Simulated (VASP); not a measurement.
# BN (R3m) in VASP: settings compared, part 2 of 2

VASP 6.6.1.

### 4 Band structure, revTPSS

INCAR

```
PREC     = Accurate       # precision mode
ENCUT    = 520            # plane-wave cutoff, eV
EDIFF    = 1E-6           # SCF threshold, eV
ISMEAR   = -1             # smearing method
SIGMA    = 0.05           # smearing width, eV
LREAL    = False          # projectors in reciprocal space
LASPH    = True           # aspherical terms in the spheres
NELM     = 80             # most SCF steps
ALGO     = Normal         # electronic algorithm
ISIF     = 2              # what is computed and relaxed
LWAVE    = False          # write WAVECAR
LCHARG   = False          # write CHGCAR
METAGGA  = RTPSS          # meta-GGA
LMIXTAU  = True
```

KPOINTS

```
regular mesh
0
Gamma
  12 12 12
```

POSCAR

```
BN
1.0
    1.2511217832      0.7223354983      3.3729344033
   -1.2511217832      0.7223354983      3.3729344033
    0.0000000000     -1.4446709966      3.3729344033
N B
1 1
Direct
    0.6672382000      0.6672382000      0.6672382000
    0.0003288000      0.0003288000      0.0003288000
```

KPOINTS_OPT

```
path GLB1,BZGX,QFP1Z,LP
20
line-mode
reciprocal
 0.0000000000  0.0000000000  0.0000000000  G
 0.5000000000  0.0000000000  0.0000000000  L

 0.5000000000  0.0000000000  0.0000000000  L
 0.5000000000  0.1972419765 -0.1972419765  B1

 0.8027580235  0.5000000000  0.1972419765  B
 0.5000000000  0.5000000000  0.5000000000  Z

 0.5000000000  0.5000000000  0.5000000000  Z
 0.0000000000  0.0000000000  0.0000000000  G

 0.0000000000  0.0000000000  0.0000000000  G
 0.3486209883  0.0000000000 -0.3486209883  X

 0.6513790117  0.3486209883  0.0000000000  Q
 0.5000000000  0.5000000000  0.0000000000  F

 0.5000000000  0.5000000000  0.0000000000  F
 0.6513790117  0.6513790117  0.1972419765  P1

 0.6513790117  0.6513790117  0.1972419765  P1
 0.5000000000  0.5000000000  0.5000000000  Z

 0.5000000000  0.0000000000  0.0000000000  L
 0.8027580235  0.3486209883  0.3486209883  P
```

Potentials or basis: VASP PAW PBE potentials, release 64 (N, B).

Run with:

```sh
cat potpaw_PBE.64/N/POTCAR potpaw_PBE.64/B/POTCAR > POTCAR
mpirun -np 1 vasp_std > vasp.out
```

OUTCAR:

```text
PREC = Accurate
   ENCUT = 520
   EDIFF = 1E-6
   ISMEAR = -1
   LREAL = False
   LASPH = True
   NELM = 80
   ISIF = 2
   METAGGA = RTPSS

 ion  position               nearest neighbor table
   1  0.667  0.667  0.667-   2 1.44   2 1.44   2 1.44
   2  0.000  0.000  0.000-   1 1.44   1 1.44   1 1.44

  LATTYP: Found a trigonal (rhomboedric) cell.
 ALAT       =     3.6692997666
 COS(alpha) =     0.7674786797

  Lattice vectors:

 A1 = (   1.2511217832,   0.7223354983,   3.3729344033)
 A2 = (  -1.2511217832,   0.7223354983,   3.3729344033)
 A3 = (   0.0000000000,  -1.4446709966,   3.3729344033)

Analysis of symmetry for initial positions (statically):
=====================================================================
 Subroutine PRICEL returns:
 Original cell was already a primitive cell.

 Routine SETGRP: Setting up the symmetry group for a
 trigonal (rhombohedral) supercell.

 Subroutine GETGRP returns: Found  6 space group operations
 (whereof  6 operations were pure point group operations)
 out of a pool of 12 trial point group operations.

The static configuration has the point symmetry C_3v.

Analysis of symmetry for dynamics (positions and initial velocities):
=====================================================================
 Subroutine PRICEL returns:
 Original cell was already a primitive cell.

 Routine SETGRP: Setting up the symmetry group for a
 trigonal (rhombohedral) supercell.

 Subroutine GETGRP returns: Found  6 space group operations
 (whereof  6 operations were pure point group operations)
 out of a pool of 12 trial point group operations.

The dynamic configuration has the point symmetry C_3v.

 Subroutine INISYM returns: Found  6 space group operations
 (whereof  6 operations are pure point group operations),
 and found     1 'primitive' translations

----------------------------------------------------------------------------------------

                                     Primitive cell

  volume of cell :      18.2893

  direct lattice vectors                    reciprocal lattice vectors
     1.251121783  0.722335498  3.372934403     0.399641351  0.230733042  0.098825916
    -1.251121783  0.722335498  3.372934403    -0.399641351  0.230733042  0.098825916
     0.000000000 -1.444670997  3.372934403     0.000000000 -0.461466083  0.098825916

  length of vectors
     3.669299767  3.669299767  3.669299767     0.471929558  0.471929558  0.471929558

  position of ions in fractional coordinates (direct lattice)
     0.667238200  0.667238200  0.667238200
     0.000328800  0.000328800  0.000328800

  ion indices of the primitive-cell ions
   primitive index   ion index
                 1           1
                 2           2

----------------------------------------------------------------------------------------

 KPOINTS: regular mesh

Automatic generation of k-mesh.
 Grid dimensions read from file:
 generate k-points for:   12   12   12

 Generating k-lattice:

  Cartesian coordinates                     Fractional coordinates (reciprocal lattice)
     0.033303446  0.019227753  0.008235493     0.083333333  0.000000000  0.000000000
    -0.033303446  0.019227753  0.008235493     0.000000000  0.083333333  0.000000000
     0.000000000 -0.038455507  0.008235493     0.000000000  0.000000000  0.083333333

  Length of vectors
     0.039327463  0.039327463  0.039327463

  Shift w.r.t. Gamma in fractional coordinates (k-lattice)
     0.000000000  0.000000000  0.000000000

 Subroutine IBZKPT returns following result:
 ===========================================

 Found    189 irreducible k-points:

 Following reciprocal coordinates:
            Coordinates               Weight
  0.000000  0.000000  0.000000      1.000000
  0.083333 -0.000000 -0.000000      6.000000
  0.166667 -0.000000  0.000000      6.000000
  0.250000 -0.000000 -0.000000      6.000000
  0.333333 -0.000000  0.000000      6.000000
  0.416667 -0.000000 -0.000000      6.000000
[... 16 lines left out ...]
  0.500000  0.166667 -0.000000     12.000000
 -0.416667  0.166667  0.000000     12.000000
 [... further k-points ...]
   k-points           NKPTS =    189   k-points in BZ     NKDIM =    189   number of bands    NBANDS=      8
   number of dos      NEDOS =    301   number of ions     NIONS =      2
   total plane-waves  NPLWV =  21952
   dimension x,y,z NGX =    28 NGY =   28 NGZ =   28
   dimension x,y,z NGXF=    56 NGYF=   56 NGZF=   56
   ions per type =               1   1
   NGX,Y,Z   is equivalent  to a cutoff of  12.69, 12.69, 12.69 a.u.
   NGXF,Y,Z  is equivalent  to a cutoff of  25.37, 25.37, 25.37 a.u.
 SYSTEM =  unknown system
   PREC   = accura    normal or accurate (medium, high low for compatibility)
   ISTART =      0    job   : 0-new  1-cont  2-samecut
   ICHARG =      2    charge: 1-file 2-atom 10-const
   ISPIN  =      1    spin polarized calculation?
   LNONCOLLINEAR =      F non collinear calculations
   LSORBIT =      F    spin-orbit coupling
   LASPH  =      T    aspherical Exc in radial PAW
   ENCUT  =  520.0 eV  38.22 Ry    6.18 a.u.   6.82  6.82  6.82*2*pi/ulx,y,z
   NELM   =     80;   NELMIN=  2; NELMDL= -5     # of ELM steps
   EDIFF  = 0.1E-05   stopping-criterion for ELM
   LREAL  =      F    real-space projection
   EDIFFG = 0.1E-04   stopping-criterion for IOM
   NSW    =      0    number of steps for IOM
   IBRION =     -1    ionic relax: 0-MD 1-quasi-New 2-CG
   NFREE  =      0    steps in history (QN), initial steepest desc. (CG)
   ISIF   =      2    stress and relaxation
   ISYM   =      2    0-nonsym 1-usesym 2-fastsym
   POTIM  = 0.5000    time-step for ionic-motion
   TEBEG  =    0.0;   TEEND  =   0.0 temperature during run
   PSTRESS=    0.0 pullay stress
   NELECT =       8.0000    total number of electrons
   NUPDOWN=      -1.0000    fix difference up-down
   EMIN   =  10.00;   EMAX   =-10.00  energy-range for DOS
   EFERMI =   0.00;   METHOD = LEGACY
   ISMEAR =    -1;   SIGMA  =   0.05  broadening in eV -4-tet -1-fermi 0-gaus
   EFERMI_NEDOS =   21; number of points for ismear=-14 and -15
   IALGO  =     38    algorithm
   IMIX   =      4    mixing-type and parameters
     AMIX     =   0.40;   BMIX     =  1.00
     AMIX_MAG =   1.60;   BMIX_MAG =  1.00
  volume/ion in A,a.u.               =       9.14        61.71
  Fermi-wavevector in a.u.,A,eV,Ry     =   1.242717  2.348395 21.012099  1.544346
  Thomas-Fermi vector in A             =   2.377059
   LORBIT       =      0    0 simple, 1 ext, 2 COOP (PROOUT), +10 PAW based schemes
   METAGGA = RTPSS    functional components
   LHFCALC =     F    Hartree Fock is set to
   AEXX    =    0.0000 exact exchange contribution
   IVDW    =     0    specifies the selected vdW correction
   LEPSILON=     F    determine dielectric tensor
   LRPA    =     F    only Hartree local field effects (RPA)
 non-spin polarized calculation
  energy-cutoff  :      520.00
  volume of cell :       18.29
 maximum number of plane-waves:       517
   NGX = 13   NGY = 13   NGZ = 13

 number of electron       8.0000000 magnetization

 Free energy of the ion-electron system (eV)
  ---------------------------------------------------
  ext. energy  EPLUGINS =         0.00000000
  ---------------------------------------------------
  free energy    TOTEN  =       -19.96441569 eV

  energy without entropy =      -19.96441569  energy(sigma->0) =      -19.96441569

 E-fermi :   3.1817     XC(G=0): -10.2562

 val. band max:        2.0994672218   @ k =  -0.3333   0.3333   0.0000
 cond. band min:       6.5086216195   @ k =   0.5000   0.5000  -0.0000
 fundamental gap:      4.4091543977
 Fermi energy:         3.1817400643

 k-point     1 :       0.0000    0.0000    0.0000
  band No.  band energies     occupation
      1     -16.2154      2.00000
      2      -2.1836      2.00000
      3       0.8435      2.00000
      4       0.8435      2.00000
      5       7.3040      0.00000
      6      14.3522      0.00000
      7      14.3522      0.00000
      8      15.7432      0.00000
[... 243 lines left out ...]
 k-point    24 :      -0.4167    0.1667    0.0000
  band No.  band energies     occupation
      1     -12.7229      2.00000
      2      -6.6361      2.00000
      3      -3.3604      2.00000
      4       1.7727      2.00000
      5       7.4715      0.00000
      6      13.8742      0.00000
      7      15.8798      0.00000
      8      16.7663      0.00000

 [... further k-points ...]

------------------------ aborting loop because EDIFF is reached ----------------------------------------

  FORCE on cell =-STRESS in cart. coord.  units (eV):
  Direction    XX          YY          ZZ          XY          YZ          ZX
  --------------------------------------------------------------------------------------
  -------------------------------------------------------------------------------------
  Total        0.4506186      0.4506186      0.0845721      0.0000000      0.0000000      0.0000000
  in kB       39.4749854     39.4749854      7.4086617      0.0000000      0.0000000      0.0000000
  external PRESSURE =      28.7862109 kB  Pullay stress =       0.0000000 kB

 VOLUME and BASIS-vectors are now :
 -----------------------------------------------------------------------------
  energy-cutoff  :      520.00
  volume of cell :       18.29
      direct lattice vectors                 reciprocal lattice vectors
     1.251121783  0.722335498  3.372934403     0.399641351  0.230733042  0.098825916
    -1.251121783  0.722335498  3.372934403    -0.399641351  0.230733042  0.098825916
     0.000000000 -1.444670997  3.372934403     0.000000000 -0.461466083  0.098825916

 POSITION                                       TOTAL-FORCE (eV/Angst)
 -----------------------------------------------------------------------------------
      0.00000      0.00000      6.75165         0.000000     -0.000000     -0.008297
      0.00000      0.00000      0.00333         0.000000      0.000000      0.008297
 -----------------------------------------------------------------------------------
    total drift:                               -0.000000      0.000000      0.000067

  FREE ENERGIE OF THE ION-ELECTRON SYSTEM (eV)
  ---------------------------------------------------
  free  energy   TOTEN  =       -19.9644156852 eV

  energy  without entropy=      -19.9644156852  energy(sigma->0) =      -19.96441569
```

It took 3.5 min on 1 thread of Intel Xeon 6975P-C (Granite Rapids), shared host; peak memory 0.19 GiB.

Results:

| Quantity | Value |
| --- | --- |
| Free energy | -19.9644 eV |
| Pressure | 2.9 GPa |
| Largest force | 0.008 eV/Å |
| Band gap on the k mesh | 4.41 eV, indirect (least direct gap 4.88 eV) |
| Band gap along the path | 4.35 eV, indirect (least direct gap 4.88 eV) |

Forces on the atoms (eV/Å):
```
N    0.000  0.000 -0.008
B    0.000  0.000  0.008
```

Stress tensor (GPa, compression positive):
```
3.95 0.00 0.00
0.00 3.95 0.00
0.00 0.00 0.74
```

Levels at the corners of the path, in eV from the valence-band top:
```csv
point,band 2,band 3,band 4,band 5,band 6,band 7
Γ,-4.34,-1.32,-1.32,5.14,12.19,12.19
L,-9.15,-4.13,-0.67,5.41,10.12,13.18
L,-9.15,-4.13,-0.67,5.41,10.12,13.18
B1,-8.09,-7.05,-0.44,4.94,12.54,14.35
B,-8.09,-7.05,-0.44,4.94,12.54,14.35
Z,-6.34,-1.33,-1.33,10.30,12.12,12.12
Z,-6.34,-1.33,-1.33,10.30,12.12,12.12
Γ,-4.34,-1.32,-1.32,5.14,12.19,12.19
Γ,-4.34,-1.32,-1.32,5.14,12.19,12.19
X,-8.06,-7.25,-0.17,4.77,12.47,14.11
Q,-8.06,-7.25,-0.17,4.77,12.47,14.11
F,-9.02,-4.18,-1.26,4.35,10.12,14.44
F,-9.02,-4.18,-1.26,4.35,10.12,14.44
P1,-8.87,-4.13,-1.58,5.10,10.18,14.52
P1,-8.87,-4.13,-1.58,5.10,10.18,14.52
Z,-6.34,-1.33,-1.33,10.30,12.12,12.12
L,-9.15,-4.13,-0.67,5.41,10.12,13.18
P,-8.87,-4.13,-1.58,5.10,10.18,14.52
```

Caveat: the PAW data sets were made with another functional, which shifts forces and pressure a little.

### 5 Band structure, MS2

INCAR

```
SYSTEM = BN
ALGO = Normal
EDIFF = 1E-6
ENCUT = 520
ISIF = 2
ISMEAR = -1
LASPH = .True.
LCHARG = .False.
LMIXTAU = .True.
LREAL = .False.
LWAVE = .False.
METAGGA = MS2
NBANDS = 11
NELM = 60
PREC = Accurate
SIGMA = 0.05
```

KPOINTS

```
k-points
0
Gamma
  12 12 12
  0 0 0
```

POSCAR is that of step 4.

KPOINTS_OPT: that of step 4 with these lines changed.

```diff
@@ -1,3 +1,3 @@
 path GLB1,BZGX,QFP1Z,LP
-20
+10
 line-mode
```

Run with:

```sh
cat potpaw_PBE.64/N/POTCAR potpaw_PBE.64/B/POTCAR > POTCAR
mpirun -np 1 vasp_std > vasp.out
```

Run time: 3.8 min. Hardware: 1 thread of Intel Xeon 6975P-C (Granite Rapids), shared host; peak memory 0.2 GiB.

Results (log left out):

| Item | Value |
| --- | --- |
| Free energy | -21.2516 eV |
| Pressure | -0.6 GPa |
| Largest force | 0.005 eV/Å |
| Band gap on the k mesh | 4.67 eV, indirect (least direct gap 5.19 eV) |
| Band gap along the path | 4.61 eV, indirect (least direct gap 5.20 eV) |

Forces on the atoms (eV/Å):
```
N    0.000  0.000 -0.005
B    0.000  0.000  0.005
```

Stress tensor (GPa, compression positive):
```
-0.87  0.00  0.00
 0.00 -0.87  0.00
 0.00  0.00  0.06
```

Levels at the corners of the path, in eV from the valence-band top:
| point | band 1 | band 2 | band 3 | band 4 | band 5 | band 6 | band 7 | band 8 | band 9 |
| --- | --- | --- | --- | --- | --- | --- | --- | --- | --- |
| Γ | -18.89 | -4.30 | -1.56 | -1.56 | 5.22 | 12.65 | 12.65 | 14.09 | 15.62 |
| L | -15.74 | -9.31 | -4.35 | -0.66 | 5.71 | 10.52 | 13.27 | 15.42 | 20.57 |
| L | -15.74 | -9.31 | -4.35 | -0.66 | 5.71 | 10.52 | 13.27 | 15.42 | 20.57 |
| B1 | -15.22 | -8.24 | -7.25 | -0.42 | 5.24 | 12.72 | 14.63 | 16.68 | 19.73 |
| B | -15.22 | -8.24 | -7.25 | -0.42 | 5.24 | 12.72 | 14.63 | 16.68 | 19.73 |
| Z | -18.65 | -6.28 | -1.58 | -1.58 | 10.45 | 12.57 | 12.57 | 13.01 | 17.09 |
| Z | -18.65 | -6.28 | -1.58 | -1.58 | 10.45 | 12.57 | 12.57 | 13.01 | 17.09 |
| Γ | -18.89 | -4.30 | -1.56 | -1.56 | 5.22 | 12.65 | 12.65 | 14.09 | 15.62 |
| Γ | -18.89 | -4.30 | -1.56 | -1.56 | 5.22 | 12.65 | 12.65 | 14.09 | 15.62 |
| X | -15.16 | -8.20 | -7.45 | -0.16 | 5.07 | 12.65 | 14.36 | 17.02 | 19.52 |
| Q | -15.16 | -8.20 | -7.45 | -0.16 | 5.07 | 12.65 | 14.36 | 17.02 | 19.52 |
| F | -15.68 | -9.19 | -4.41 | -1.24 | 4.61 | 10.52 | 14.60 | 18.01 | 21.29 |
| F | -15.68 | -9.19 | -4.41 | -1.24 | 4.61 | 10.52 | 14.60 | 18.01 | 21.29 |
| P1 | -15.78 | -9.04 | -4.35 | -1.55 | 5.37 | 10.58 | 14.67 | 17.05 | 21.80 |
| P1 | -15.78 | -9.04 | -4.35 | -1.55 | 5.37 | 10.58 | 14.67 | 17.05 | 21.80 |
| Z | -18.65 | -6.28 | -1.58 | -1.58 | 10.45 | 12.57 | 12.57 | 13.01 | 17.09 |
| L | -15.74 | -9.31 | -4.35 | -0.66 | 5.71 | 10.52 | 13.27 | 15.42 | 20.57 |
| P | -15.78 | -9.04 | -4.35 | -1.55 | 5.37 | 10.58 | 14.67 | 17.05 | 21.80 |

Caveat: the PAW data sets were made with another functional, which shifts forces and pressure a little.

### 6 Overview

| task | level | potentials or basis | cell | smearing | other keys | gap on the mesh (eV) | pressure (GPa) | largest force (eV/Å) |
| --- | --- | --- | --- | --- | --- | --- | --- | --- |
| Born charges and dielectric tensor | PBEsol | VASP PAW PBE potentials, release 64 (N, B) | as given | gaussian 0.05 eV | - | 4.18 | - | - |
| density of states | PBE+MBD | VASP PAW PBE potentials, release 54 (N, B) | volume scaled by 0.92 | fermi-dirac 0.1 eV | ISMEAR = -1; SIGMA = 0.1; IMIX = 1; AMIX = 0.2 | 4.38 | 23.1 | - |
| band structure | revTPSS | VASP PAW PBE potentials, release 64 (N, B) | as given | fermi-dirac 0.05 eV | - | 4.41 | 2.9 | 0.01 |
| band structure | MS2 | VASP PAW PBE potentials, release 64 (N, B) | as given | fermi-dirac 0.05 eV | - | 4.67 | -0.6 | 0.01 |

Alike in all rows: no spin polarisation; k mesh 12 × 12 × 12; cutoff (eV) 520.

Caveats: the PAW data sets were made with another functional, which shifts forces and pressure a little (some runs).

Total energies depend on the potentials used, so only differences within one code and one set of settings carry meaning.
